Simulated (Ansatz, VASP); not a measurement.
P in VASP and in Ansatz

```
P
1.0
     3.42783    0.00000    0.00000
    -1.71391    2.96859    0.00000
     0.00000    0.00000    3.36394
P
2
Direct
  0.33333 0.66667 0.25000
  0.66667 0.33333 0.75000
```

Alike in both runs: task single point; functional revPBE; k mesh 12 × 12 × 11; occupations fermi-dirac, width 0.1 eV; no spin polarisation.

```csv
,VASP,Ansatz
version,VASP 6.6.1,Ansatz 0.2.0
potentials or method,"VASP PAW PBE potentials, release 64 (P)","plane waves (420 eV) with PAW, scalar-relativistic"
plane-wave cutoff (eV),520,420
valence electrons in the cell,10,10
```

|  | VASP | Ansatz | Ansatz less VASP |
| --- | --- | --- | --- |
| pressure (GPa) | -8.0 | -7.7 | +0.30 |
| largest component of the traceless stress (GPa) | 2.63 | 2.57 | -0.054 |

The functional is the same, so the differences come from potentials, cutoffs and numerics.

Caveats: the PAW data sets were made with another functional, which shifts forces and pressure a little (VASP).
